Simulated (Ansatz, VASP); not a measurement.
**Zn: VASP beside Ansatz**

INCAR

```
SYSTEM = Zn
ALGO     = Normal         ! electronic algorithm
EDIFF    = 1E-7           ! SCF threshold, eV
ENCUT    = 520            ! plane-wave cutoff, eV
GGA      = RP             ! functional
ISIF     = 2              ! what is computed and relaxed
ISMEAR   = -1             ! smearing method
LASPH    = .True.         ! aspherical terms in the spheres
LCHARG   = .False.        ! write CHGCAR
LREAL    = .False.        ! projectors in reciprocal space
LWAVE    = .False.        ! write WAVECAR
NBANDS   = 12             ! bands
NELM     = 80             ! most SCF steps
PREC     = Accurate       ! precision mode
SIGMA    = 0.1            ! smearing width, eV
```

KPOINTS

```
k-points
0
Gamma
  13 13 13
  0 0 0
```

POSCAR

```
Zn
1.0
    2.7451151167      0.0000000000      0.0000000000
    0.0000000000      2.7451151167      0.0000000000
    0.0000000000      0.0000000000      2.7451151167
Zn
1
Direct
    0.0000000000      0.0000000000      0.0000000000
```

Input for Ansatz:

```yaml
crystal:
  lattice:
    - [2.7451151167, 0.0, 0.0]
    - [0.0, 2.7451151167, 0.0]
    - [0.0, 0.0, 2.7451151167]
  atoms:
    - { symbol: Zn, position: [0.0, 0.0, 0.0] }
hamiltonian:
  xc: rpbe
  pseudopotentials:
    kind: paw
    azcp:
      Zn: "pseudopotentials/Zn.paw.azcp"
basis:
  ecutwfc: 420
  fft_grid_basis: typed
kpoints:
  mp_grid: { grid: [13, 13, 13], shift: [0, 0, 0] }
magnetization:
  spin_polarized: false
scf:
  occupations: { method: fermi_dirac, width: 0.1 }
  lower_state_search: "off"
output:
  stress: true
```

Alike in both runs: task single point; functional RPBE; k mesh 13 × 13 × 13; occupations fermi-dirac, width 0.1 eV; no spin polarisation.

```csv
,VASP,Ansatz
version,VASP 6.6.1,Ansatz 0.2.0
potentials or method,"VASP PAW PBE potentials, release 64 (Zn)","plane waves (420 eV) with PAW, scalar-relativistic"
plane-wave cutoff (eV),520,420
valence electrons in the cell,12,12
```

```csv
,VASP,Ansatz,Ansatz less VASP
pressure (GPa),-2.3,-2.4,-0.10
```

With one functional, cell and mesh, what is left measures potentials, basis and numerics.

Caveats: the PAW data sets were made with another functional, which shifts forces and pressure a little (VASP).
